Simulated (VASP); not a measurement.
# In3As (I4/mmm) in VASP: further runs

One crystal, In3As, is run at these levels: PBE; tasks: single point, relaxation of cell and atoms.

Everything below comes from runs of VASP 6.6.1. Logs are shortened: lines on timing, memory, paths and dates and some standing lists are left out, and cuts for length are marked.

### 1 The cell of the first run

The structure is tetragonal, space group I4/mmm (No. 139). The conventional cell has a = 5.608 Å, b = 5.608 Å, c = 6.650 Å, α = 90.00°, β = 90.00°, γ = 90.00°. Around In (site symmetry 4/mmm) lie 8 In at 3.26 Å and 2 As at 3.32 Å. Around In (site symmetry -4m2) lie 6 In at 3.26 to 3.32 Å and 4 As at 3.26 Å. Around As (site symmetry 4/mmm) lie 10 In at 3.26 to 3.32 Å.

The cell was built by a generator and needn't be a form met in nature.

### 2 Single point, PBE (random cell by space group and Wyckoff sites (I4/mmm, No. 139))

Contents of INCAR:

```
SYSTEM = In3As
ALGO = Normal
EDIFF = 1E-7
ENCUT = 520
GGA = PE
ISIF = 2
ISMEAR = 0
LASPH = .True.
LCHARG = .False.
LREAL = .False.
LWAVE = .False.
NBANDS = 30
NELM = 100
PREC = Accurate
SIGMA = 0.1
```

Contents of KPOINTS:

```
k-points
0
Gamma
  4 4 4
  0 0 0
```

Contents of POSCAR:

```
In3As
1.0
   -2.8041091935      2.8041091935      3.3248383083
    2.8041091935     -2.8041091935      3.3248383083
    2.8041091935      2.8041091935     -3.3248383083
In As
3 1
Direct
    0.5000000000      0.5000000000      0.0000000000
    0.7500000000      0.2500000000      0.5000000000
    0.2500000000      0.7500000000      0.5000000000
    0.0000000000      0.0000000000      0.0000000000
```

Potentials or basis: VASP PAW PBE potentials, release 64 (In_d, As).

On the command line:

```sh
$ cat potpaw_PBE.64/In_d/POTCAR potpaw_PBE.64/As/POTCAR > POTCAR
$ mpirun -np 1 vasp_std > vasp.out
```

OUTCAR:

```text
SYSTEM = In3As
   EDIFF = 1E-7
   ENCUT = 520
   GGA = PE
   ISIF = 2
   ISMEAR = 0
   LASPH = .True.
   LREAL = .False.
   NELM = 100
   PREC = Accurate

 ion  position               nearest neighbor table
   1  0.500  0.500  0.000-   3 3.26   2 3.26   3 3.26   2 3.26   2 3.26   3 3.26   2 3.26   3 3.26
                             4 3.32   4 3.32
   2  0.750  0.250  0.500-   1 3.26   4 3.26   1 3.26   4 3.26   1 3.26   4 3.26   1 3.26   4 3.26
                             3 3.32   3 3.32   3 3.97   3 3.97   3 3.97   3 3.97
   3  0.250  0.750  0.500-   4 3.26   1 3.26   4 3.26   1 3.26   1 3.26   4 3.26   1 3.26   4 3.26
                             2 3.32   2 3.32   2 3.97   2 3.97   2 3.97   2 3.97
   4  0.000  0.000  0.000-   2 3.26   3 3.26   2 3.26   3 3.26   2 3.26   3 3.26   2 3.26   3 3.26
                             1 3.32   1 3.32

  LATTYP: Found a body centered tetragonal cell.
 ALAT       =     5.6082183870
 C/A-ratio  =     1.1857021531

  Lattice vectors:

 A1 = (  -2.8041091935,   2.8041091935,   3.3248383083)
 A2 = (   2.8041091935,  -2.8041091935,   3.3248383083)
 A3 = (   2.8041091935,   2.8041091935,  -3.3248383083)

Analysis of symmetry for initial positions (statically):
=====================================================================
 Subroutine PRICEL returns:
 Original cell was already a primitive cell.

 Routine SETGRP: Setting up the symmetry group for a
 body centered tetragonal supercell.

 Subroutine GETGRP returns: Found 16 space group operations
 (whereof 16 operations were pure point group operations)
 out of a pool of 16 trial point group operations.

The static configuration has the point symmetry D_4h.

Analysis of symmetry for dynamics (positions and initial velocities):
=====================================================================
 Subroutine PRICEL returns:
 Original cell was already a primitive cell.

 Routine SETGRP: Setting up the symmetry group for a
 body centered tetragonal supercell.

 Subroutine GETGRP returns: Found 16 space group operations
 (whereof 16 operations were pure point group operations)
 out of a pool of 16 trial point group operations.

The dynamic configuration has the point symmetry D_4h.

 Subroutine INISYM returns: Found 16 space group operations
 (whereof 16 operations are pure point group operations),
 and found     1 'primitive' translations

----------------------------------------------------------------------------------------

                                     Primitive cell

  volume of cell :     104.5732

  direct lattice vectors                    reciprocal lattice vectors
    -2.804109193  2.804109193  3.324838308     0.000000000  0.178309747  0.150383253
     2.804109193 -2.804109193  3.324838308     0.178309747  0.000000000  0.150383253
     2.804109193  2.804109193 -3.324838308     0.178309747  0.178309747  0.000000000

  length of vectors
     5.174998214  5.174998214  5.174998214     0.233258416  0.233258416  0.252168062

  position of ions in fractional coordinates (direct lattice)
     0.500000000  0.500000000  0.000000000
     0.750000000  0.250000000  0.500000000
     0.250000000  0.750000000  0.500000000
     0.000000000  0.000000000  0.000000000

  ion indices of the primitive-cell ions
   primitive index   ion index
                 1           1
                 2           2
                 3           3
                 4           4

----------------------------------------------------------------------------------------

 KPOINTS: k-points

Automatic generation of k-mesh.
 Grid dimensions read from file:
 generate k-points for:    4    4    4

 Generating k-lattice:

  Cartesian coordinates                     Fractional coordinates (reciprocal lattice)
     0.000000000  0.044577437  0.037595813     0.250000000  0.000000000  0.000000000
     0.044577437  0.000000000  0.037595813     0.000000000  0.250000000  0.000000000
     0.044577437  0.044577437  0.000000000     0.000000000  0.000000000  0.250000000

  Length of vectors
     0.058314604  0.058314604  0.063042016

  Shift w.r.t. Gamma in fractional coordinates (k-lattice)
     0.000000000  0.000000000  0.000000000

 Subroutine IBZKPT returns following result:
 ===========================================

 Found     13 irreducible k-points:

 Following reciprocal coordinates:
            Coordinates               Weight
  0.000000  0.000000  0.000000      1.000000
  0.250000  0.000000  0.000000      8.000000
  0.500000  0.000000  0.000000      4.000000
  0.250000  0.250000  0.000000      8.000000
  0.500000  0.250000  0.000000     16.000000
 -0.250000  0.250000  0.000000      4.000000
  0.500000  0.500000  0.000000      2.000000
  0.250000  0.250000  0.250000      2.000000
 -0.250000  0.250000  0.250000      4.000000
  0.500000  0.500000  0.250000      4.000000
 -0.250000  0.500000  0.250000      8.000000
 -0.250000 -0.250000  0.250000      2.000000
  0.500000  0.500000  0.500000      1.000000
   k-points           NKPTS =     13   k-points in BZ     NKDIM =     13   number of bands    NBANDS=     30
   number of dos      NEDOS =    301   number of ions     NIONS =      4
   total plane-waves  NPLWV =  64000
   dimension x,y,z NGX =    40 NGY =   40 NGZ =   40
   dimension x,y,z NGXF=    80 NGYF=   80 NGZF=   80
   ions per type =               3   1
   NGX,Y,Z   is equivalent  to a cutoff of  12.85, 12.85, 12.85 a.u.
   NGXF,Y,Z  is equivalent  to a cutoff of  25.70, 25.70, 25.70 a.u.
 SYSTEM =  In3As
   PREC   = accura    normal or accurate (medium, high low for compatibility)
   ISTART =      0    job   : 0-new  1-cont  2-samecut
   ICHARG =      2    charge: 1-file 2-atom 10-const
   ISPIN  =      1    spin polarized calculation?
   LNONCOLLINEAR =      F non collinear calculations
   LSORBIT =      F    spin-orbit coupling
   LASPH  =      T    aspherical Exc in radial PAW
   ENCUT  =  520.0 eV  38.22 Ry    6.18 a.u.   9.62  9.62  9.62*2*pi/ulx,y,z
   NELM   =    100;   NELMIN=  2; NELMDL= -5     # of ELM steps
   EDIFF  = 0.1E-06   stopping-criterion for ELM
   LREAL  =      F    real-space projection
   EDIFFG = 0.1E-05   stopping-criterion for IOM
   NSW    =      0    number of steps for IOM
   IBRION =     -1    ionic relax: 0-MD 1-quasi-New 2-CG
   NFREE  =      0    steps in history (QN), initial steepest desc. (CG)
   ISIF   =      2    stress and relaxation
   ISYM   =      2    0-nonsym 1-usesym 2-fastsym
   POTIM  = 0.5000    time-step for ionic-motion
   TEBEG  =    0.0;   TEEND  =   0.0 temperature during run
   PSTRESS=    0.0 pullay stress
   NELECT =      44.0000    total number of electrons
   NUPDOWN=      -1.0000    fix difference up-down
   EMIN   =  10.00;   EMAX   =-10.00  energy-range for DOS
   EFERMI =   0.00;   METHOD = LEGACY
   ISMEAR =     0;   SIGMA  =   0.10  broadening in eV -4-tet -1-fermi 0-gaus
   EFERMI_NEDOS =   21; number of points for ismear=-14 and -15
   IALGO  =     38    algorithm
   IMIX   =      4    mixing-type and parameters
     AMIX     =   0.40;   BMIX     =  1.00
     AMIX_MAG =   1.60;   BMIX_MAG =  1.00
  volume/ion in A,a.u.               =      26.14       176.42
  Fermi-wavevector in a.u.,A,eV,Ry     =   1.226739  2.318201 20.475261  1.504889
  Thomas-Fermi vector in A             =   2.361729
   LORBIT       =      0    0 simple, 1 ext, 2 COOP (PROOUT), +10 PAW based schemes
   GGA     = PE    functional components
   LHFCALC =     F    Hartree Fock is set to
   AEXX    =    0.0000 exact exchange contribution
   IVDW    =     0    specifies the selected vdW correction
   LEPSILON=     F    determine dielectric tensor
   LRPA    =     F    only Hartree local field effects (RPA)
 non-spin polarized calculation
 Gauss-broadening in eV      SIGMA  =   0.10
  energy-cutoff  :      520.00
  volume of cell :      104.57
 maximum number of plane-waves:      2829
 NGX is ok and might be reduce to    40
   NGX = 19   NGY = 19   NGZ = 19

 number of electron      44.0000001 magnetization

 Free energy of the ion-electron system (eV)
  ---------------------------------------------------
  ext. energy  EPLUGINS =         0.00000000
  ---------------------------------------------------
  free energy    TOTEN  =       -12.00055939 eV

  energy without entropy =      -11.98665489  energy(sigma->0) =      -11.99360714

 E-fermi :   6.1447     XC(G=0): -10.0197

 val. band max:        6.1013879663   @ k =   0.2500   0.2500   0.2500
 cond. band min:       6.2554248648   @ k =  -0.2500   0.2500   0.0000
 fundamental gap:      0.1540368985
 Fermi energy:         6.1447182535

 k-point     1 :       0.0000    0.0000    0.0000
  band No.  band energies     occupation
      1      -8.2234      2.00000
      2      -8.2014      2.00000
      3      -8.1818      2.00000
      4      -8.1423      2.00000
      5      -8.1423      2.00000
      6      -8.0254      2.00000
[... 22 lines left out ...]
     29      10.7006      0.00000
     30      13.4408      0.00000

 k-point     2 :       0.2500    0.0000    0.0000
  band No.  band energies     occupation
      1      -8.2318      2.00000
      2      -8.1803      2.00000
      3      -8.1596      2.00000
      4      -8.1524      2.00000
      5      -8.1521      2.00000
      6      -8.0051      2.00000
[... 22 lines left out ...]
     29      12.0652      0.00000
     30      12.1906      0.00000

 k-point     3 :       0.5000    0.0000    0.0000
  band No.  band energies     occupation
      1      -8.2402      2.00000
      2      -8.1791      2.00000
      3      -8.1694      2.00000
      4      -8.1198      2.00000
      5      -8.0997      2.00000
      6      -7.9628      2.00000
[... 319 lines left out ...]
     29      11.3902      0.00000
     30      12.8406      0.00000

 k-point    13 :       0.5000    0.5000    0.5000
  band No.  band energies     occupation
      1      -8.1716      2.00000
      2      -8.1610      2.00000
      3      -8.1610      2.00000
      4      -8.1377      2.00000
      5      -8.0756      2.00000
      6      -8.0410      2.00000
[... 22 lines left out ...]
     29      13.1301      0.00000
     30      14.0523      0.00000

------------------------ aborting loop because EDIFF is reached ----------------------------------------

  FORCE on cell =-STRESS in cart. coord.  units (eV):
  Direction    XX          YY          ZZ          XY          YZ          ZX
  --------------------------------------------------------------------------------------
  -------------------------------------------------------------------------------------
  Total       -0.0976121     -0.0976121      0.1476353      0.0000000     -0.0000000      0.0000000
  in kB       -1.4955261     -1.4955261      2.2619372      0.0000000     -0.0000000      0.0000000
  external PRESSURE =      -0.2430384 kB  Pullay stress =       0.0000000 kB

 VOLUME and BASIS-vectors are now :
 -----------------------------------------------------------------------------
  energy-cutoff  :      520.00
  volume of cell :      104.57
      direct lattice vectors                 reciprocal lattice vectors
    -2.804109193  2.804109193  3.324838308     0.000000000  0.178309747  0.150383253
     2.804109193 -2.804109193  3.324838308     0.178309747  0.000000000  0.150383253
     2.804109193  2.804109193 -3.324838308     0.178309747  0.178309747  0.000000000

 POSITION                                       TOTAL-FORCE (eV/Angst)
 -----------------------------------------------------------------------------------
      0.00000      0.00000      3.32484        -0.000000     -0.000000     -0.000000
      0.00000      2.80411      1.66242         0.000000      0.000000      0.000000
      2.80411      0.00000      1.66242         0.000000      0.000000      0.000000
      0.00000      0.00000      0.00000        -0.000000     -0.000000     -0.000000
 -----------------------------------------------------------------------------------
    total drift:                               -0.000000     -0.000000      0.000000

  FREE ENERGIE OF THE ION-ELECTRON SYSTEM (eV)
  ---------------------------------------------------
  free  energy   TOTEN  =       -12.0005593942 eV

  energy  without entropy=      -11.9866548945  energy(sigma->0) =      -11.99360714
```

It took 34 s on 1 thread of Intel Xeon Platinum 8488C (Sapphire Rapids), shared host; peak memory 0.24 GiB.

What came out:

| Property | Result |
| --- | --- |
| Free energy | -12.0006 eV |
| Pressure | 0.0 GPa |
| Band gap on the k mesh | none (metal or under the smearing width) |

Levels at points of the mesh, in eV from the Fermi level:
```csv
k point,band 18,band 19,band 20,band 21,band 22,band 23,band 24,band 25,band 26,band 27
"(0.00, 0.00, 0.00)",-1.69,-1.52,-1.34,-1.34,-0.19,-0.12,0.82,0.82,0.87,0.87
"(0.50, 0.00, 0.00)",-4.52,-2.74,-2.07,-0.78,-0.65,0.30,1.29,2.76,3.94,4.81
"(0.50, 0.50, 0.00)",-4.77,-3.28,-3.06,-2.92,1.47,1.61,3.23,3.46,3.91,5.09
"(0.50, 0.50, 0.50)",-5.03,-4.41,-3.65,-3.65,1.79,2.31,2.36,2.36,4.52,4.52
```

Caveat: the k mesh is coarse (spacing up to 0.40 Å⁻¹), so the values aren't converged.

### 3 Relaxation of cell and atoms, PBE (random cell by space group and Wyckoff sites (I4/mmm, No. 139))

Contents of INCAR:

```
PREC = Accurate ; ENCUT = 600
EDIFF = 1E-6 ; ISMEAR = 0
SIGMA = 0.1 ; LREAL = False
LASPH = True ; NELM = 100
ALGO = Normal ; ISIF = 3
LWAVE = False ; LCHARG = False
GGA = PE ; IBRION = 2
NSW = 90 ; EDIFFG = -0.04
```

Contents of KPOINTS:

```
regular mesh
0
Gamma
  4 4 4
```

Contents of POSCAR:

```
In3As
1.0
   -3.0343680300      3.0343680300      3.1409830500
    3.0343680300     -3.0343680300      3.1409830500
    3.0343680300      3.0343680300     -3.1409830500
In As
3 1
Direct
    0.5000000000      0.5000000000      0.0000000000
    0.7500000000      0.2500000000      0.5000000000
    0.2500000000      0.7500000000      0.5000000000
    0.0000000000      0.0000000000      0.0000000000
```

Potentials or basis: VASP PAW PBE potentials, release 64 (In_d, As).

On the command line:

```sh
$ cat potpaw_PBE.64/In_d/POTCAR potpaw_PBE.64/As/POTCAR > POTCAR
$ mpirun -np 1 vasp_std > vasp.out
```

It took 4.9 min on 1 thread of Intel Xeon Platinum 8488C (Sapphire Rapids), shared host; peak memory 0.28 GiB.

It converged, with:

| Quantity | Value |
| --- | --- |
| Free energy | -12.0009 eV |
| Relaxed volume | 26.18 Å³/atom |
| Relaxed cell | a = 5.179 Å, b = 5.179 Å, c = 5.179 Å, α = 114.51°, β = 114.51°, γ = 99.81° |
| Space group after relaxing (to 0.05 Å) | I4/mmm (No. 139) |
| Energy gained by relaxing | 56.5 meV/atom |
| Ionic steps | 13 |
| Pressure after relaxing | -0.1 GPa |
| Band gap on the k mesh | none (metal or under the smearing width) |

Stress tensor (GPa, compression positive):
```
-0.09  0.00  0.00
 0.00 -0.09  0.00
 0.00  0.00  0.03
```

Step by step:
```csv
step,energy change (eV),largest force (eV/Å),pressure (GPa),volume (Å³)
1,0.0000,0.0000,-2.87,115.68
2,-0.1075,0.0000,-0.69,107.23
3,-0.1151,0.0000,0.23,104.68
4,-0.1461,0.0000,0.39,104.16
5,-0.2046,0.0000,0.94,102.39
6,-0.2120,0.0000,1.24,101.79
7,-0.2023,0.0000,1.65,100.51
8,-0.2129,0.0000,1.34,101.43
9,-0.2220,0.0000,-0.13,104.71
10,-0.2236,0.0000,0.29,103.72
11,-0.2236,0.0000,0.25,103.77
12,-0.2253,0.0000,0.14,104.17
13,-0.2259,0.0000,-0.05,104.74
```

Final structure:
```cif
data_structure
_symmetry_space_group_name_H-M 'P 1'
_symmetry_Int_Tables_number 1
_cell_length_a 5.1795
_cell_length_b 5.1795
_cell_length_c 5.1795
_cell_angle_alpha 114.507
_cell_angle_beta 114.507
_cell_angle_gamma 99.811
_cell_volume 104.74
loop_
_atom_site_label
_atom_site_type_symbol
_atom_site_fract_x
_atom_site_fract_y
_atom_site_fract_z
_atom_site_occupancy
In1 In 0.50000 0.50000 0.00000 1
In2 In 0.75000 0.25000 0.50000 1
In3 In 0.25000 0.75000 0.50000 1
As1 As 0.00000 0.00000 0.00000 1
```

Levels at points of the mesh, in eV from the Fermi level:
```tsv
k point	band 20	band 21	band 22	band 23	band 24	band 25
(0.00, 0.00, 0.00)	-1.32	-1.32	-0.16	-0.09	0.84	0.84
(0.50, 0.00, 0.00)	-2.05	-0.75	-0.67	0.29	1.31	2.78
(0.50, 0.50, 0.00)	-3.05	-2.93	1.50	1.63	3.25	3.50
(0.50, 0.50, 0.50)	-3.62	-3.62	1.81	2.34	2.37	2.37
```

Caveat: the k mesh is coarse (spacing up to 0.37 Å⁻¹), so the values aren't converged.

### 4 Single point, PBE (random cell by space group and Wyckoff sites (I4/mmm, No. 139))

Contents of INCAR:

```
ALGO = Fast ; EDIFF = 1E-7
ENCUT = 520 ; GGA = PE
ISIF = 2 ; ISMEAR = 0
LASPH = True ; LCHARG = False
LREAL = False ; LWAVE = False
NBANDS = 30 ; NELM = 100
PREC = Accurate ; SIGMA = 0.1
```

Contents of KPOINTS:

```
k-points
0
Gamma
  12 12 12
```

Contents of POSCAR:

```
In3As
1.0
   -2.7782084728      2.7782084728      3.3196862710
    2.7782084728     -2.7782084728      3.3196862710
    2.7782084728      2.7782084728     -3.3196862710
In As
3 1
Direct
    0.5000000000      0.5000000000      0.0000000000
    0.7500000000      0.2500000000      0.5000000000
    0.2500000000      0.7500000000      0.5000000000
    0.0000000000      0.0000000000      0.0000000000
```

On the command line:

```sh
$ cat potpaw_PBE.64/In_d/POTCAR potpaw_PBE.64/As/POTCAR > POTCAR
$ mpirun -np 1 vasp_std > vasp.out
```

Wall time 9.4 min (1 thread of Intel Xeon Platinum 8259CL at 2.50GHz (Skylake/Cascade Lake), shared host); peak memory 0.55 GiB.

The run converged. Its results:

| Item | Value |
| --- | --- |
| Free energy | -11.9789 eV |
| Pressure | 0.0 GPa |
| Band gap on the k mesh | none (metal or under the smearing width) |

Levels at points of the mesh, in eV from the Fermi level:
```csv
k point,band 19,band 20,band 21,band 22,band 23,band 24,band 25,band 26
"(0.00, 0.00, 0.00)",-1.85,-1.71,-1.71,-0.49,-0.40,0.46,0.46,0.48
"(0.50, 0.00, 0.00)",-3.07,-2.45,-1.16,-1.06,-0.12,1.02,2.47,3.63
"(0.50, 0.50, 0.00)",-3.73,-3.50,-3.32,1.20,1.36,2.98,3.19,3.57
"(0.50, 0.50, 0.50)",-4.76,-4.07,-4.07,1.53,2.08,2.08,2.08,4.21
```

### 5 Summary

| task | cell | k mesh | cutoff (eV) | mesh quality | gap on the mesh (eV) | pressure (GPa) |
| --- | --- | --- | --- | --- | --- | --- |
| single point | random cell by space group and Wyckoff sites (I4/mmm, No. 139) | 4 × 4 × 4 | 520 | coarse | none | 0.0 |
| relaxation of cell and atoms | relaxed from: random cell by space group and Wyckoff sites (I4/mmm, No. 139) | 4 × 4 × 4 | 600 | coarse | none | -0.1 |
| single point | random cell by space group and Wyckoff sites (I4/mmm, No. 139) | 12 × 12 × 12 | 520 | not flagged | none | 0.0 |

Alike in all rows: level PBE; potentials or basis VASP PAW PBE potentials, release 64 (In_d, As); no spin polarisation; smearing gaussian 0.1 eV.

Caveats: some runs use coarse meshes.

Total energies depend on the potentials used, so only differences within one code and one set of settings carry meaning.
